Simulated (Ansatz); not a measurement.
This session for an equation of state with a fit of Bi₂Te₃, space group R3m with the Python package of Ansatz (0.2.0) holds a mistake.

Notebook, run cell by cell (the value of a cell's last expression is shown):

In [1]:
```python
import warnings

import ansatz as az
from ase.eos import EquationOfState
from ase.units import GPa
import numpy as np
```

In [2]:
```python
FILLING = "fixed"
MESH = (6, 6, 6)
```

In [3]:
```python
vectors0 = np.array([
    [2.2085, 1.27508, 9.94667],
    [-2.2085, 1.27508, 9.94667],
    [0.0, -2.55016, 9.94667],
])
sites = [
    ("Bi", [0.188, 0.188, 0.188]),
    ("Bi", [0.598, 0.598, 0.598]),
    ("Te", [0.389, 0.389, 0.389]),
    ("Te", [0.8, 0.8, 0.8]),
    ("Te", [0.0, 0.0, 0.0]),
]
```

In [4]:
```python
def build(cell):
    crystal = az.Crystal(lattice=az.Lattice.of(cell))
    for symbol, position in sites:
        crystal = crystal.atom(symbol, position)
    return crystal

warnings.simplefilter("ignore", az.DeckWarning)
```

In [5]:
```python
# scale the volume, keep shape and fractions
volumes, energies = [], []
for scale in np.linspace(0.95, 1.07, 5):
    cell = vectors0 * scale ** (1 / 3)
    setup = (
        build(cell).calculation()
        .basis(17 * az.Ha)
        .occupations(FILLING)
        .kpoints(*MESH)
    )
    r = setup.run(threads=1).report
    volumes.append(abs(np.linalg.det(cell)) / len(sites))
    energies.append(r["free_energy_ev"] / len(sites))
    print(f"V = {volumes[-1]:8.4f} A^3/atom  F = {energies[-1]:.5f} eV/atom")
```
```text
RunWarning: iter 1: σ=0 fill of 39 bands saw a band overlap (occupied 10.3299 eV > unoccupied 10.2781 eV) — on an unconverged iterate often a transient of an unconverged empty band; one that stands [...]
RunWarning: the bands overlap at the fill by count (39 filled at each k-point of a channel): the highest filled level, 10.362634 eV at k-index 10, stands 0.0950 eV over the lowest empty one, [...]
V =  31.9314 A^3/atom  F = -9146.50045 eV/atom
V =  32.9397 A^3/atom  F = -9146.52368 eV/atom
V =  33.9481 A^3/atom  F = -9146.53571 eV/atom
V =  34.9564 A^3/atom  F = -9146.53824 eV/atom
V =  35.9648 A^3/atom  F = -9146.53275 eV/atom
```

In [6]:
```python
eos = EquationOfState(volumes, energies, eos="birchmurnaghan")
v0, e0, bulk = eos.fit()
print(f"V0 = {v0:.4f} A^3/atom, E0 = {e0:.5f} eV/atom, B = {bulk / GPa:.1f} GPa")
eos.plot("eos.png")
```
```text
V0 = 34.7460 A^3/atom, E0 = -9146.53842 eV/atom, B = 45.4 GPa
```
Out [6]:
```text
<Axes: title={'center': 'birchmurnaghan: E: -9146.538 eV, V: 34.746 Å$^3$, B: 45.406 GPa'}, xlabel='volume [Å$^3$]', ylabel='energy [eV]'>
```

The session ran to its end, but the result can't be trusted. Why?

The fault: fixed occupations, though the bands overlap at this level of theory. The correction:

```diff
--- before
+++ after
@@
 # %%
-FILLING = "fixed"
+FILLING = "fermi_dirac"
+WIDTH_EV = 0.05
 MESH = (6, 6, 6)
@@
         .basis(17 * az.Ha)
-        .occupations(FILLING)
+        .occupations(FILLING, width=WIDTH_EV)
         .kpoints(*MESH)
```

The cells in order, each with its output:

(earlier cells as before)

In [2]:
```python
FILLING = "fermi_dirac"
WIDTH_EV = 0.05
MESH = (6, 6, 6)
```

In [3]:
```python
vectors0 = np.array([
    [2.2085, 1.27508, 9.94667],
    [-2.2085, 1.27508, 9.94667],
    [0.0, -2.55016, 9.94667],
])
sites = [
    ("Bi", [0.188, 0.188, 0.188]),
    ("Bi", [0.598, 0.598, 0.598]),
    ("Te", [0.389, 0.389, 0.389]),
    ("Te", [0.8, 0.8, 0.8]),
    ("Te", [0.0, 0.0, 0.0]),
]
```

In [4]:
```python
def build(cell):
    crystal = az.Crystal(lattice=az.Lattice.of(cell))
    for symbol, position in sites:
        crystal = crystal.atom(symbol, position)
    return crystal

warnings.simplefilter("ignore", az.DeckWarning)
```

In [5]:
```python
# scale the volume, keep shape and fractions
volumes, energies = [], []
for scale in np.linspace(0.95, 1.07, 5):
    cell = vectors0 * scale ** (1 / 3)
    setup = (
        build(cell).calculation()
        .basis(17 * az.Ha)
        .occupations(FILLING, width=WIDTH_EV)
        .kpoints(*MESH)
    )
    r = setup.run(threads=1).report
    volumes.append(abs(np.linalg.det(cell)) / len(sites))
    energies.append(r["free_energy_ev"] / len(sites))
    print(f"V = {volumes[-1]:8.4f} A^3/atom  F = {energies[-1]:.5f} eV/atom")
```
```text
V =  31.9314 A^3/atom  F = -9146.50222 eV/atom
V =  32.9397 A^3/atom  F = -9146.52570 eV/atom
V =  33.9481 A^3/atom  F = -9146.53800 eV/atom
V =  34.9564 A^3/atom  F = -9146.54083 eV/atom
V =  35.9648 A^3/atom  F = -9146.53564 eV/atom
```

In [6]:
```python
eos = EquationOfState(volumes, energies, eos="birchmurnaghan")
v0, e0, bulk = eos.fit()
print(f"V0 = {v0:.4f} A^3/atom, E0 = {e0:.5f} eV/atom, B = {bulk / GPa:.1f} GPa")
eos.plot("eos.png")
```
```text
V0 = 34.7826 A^3/atom, E0 = -9146.54095 eV/atom, B = 45.1 GPa
```
Out [6]:
```text
<Axes: title={'center': 'birchmurnaghan: E: -9146.541 eV, V: 34.783 Å$^3$, B: 45.145 GPa'}, xlabel='volume [Å$^3$]', ylabel='energy [eV]'>
```

What to keep in mind:
- Absolute energies stand on the zero of these potentials, so only differences at equal settings mean something.
- Shape and fractional positions are held along the curve, so the bulk modulus is an upper value where they are free to relax.
- For a metal this k-point mesh is coarse: on a finer one energies can move by several to tens of meV an atom and pressures by half a GPa or more, differences at one mesh by less.
- Spin-orbit coupling, which matters for elements this heavy, is left out.
- No functional is typed, so the default, PBE, holds.
- The structure is a deposited one; some such entries were measured under pressure or heat, so a shift against it needn't be the functional's error alone.
- The whole script took 84 s on 1 thread of Arm Neoverse V2, with other jobs on the host, peak memory 0.56 GiB.
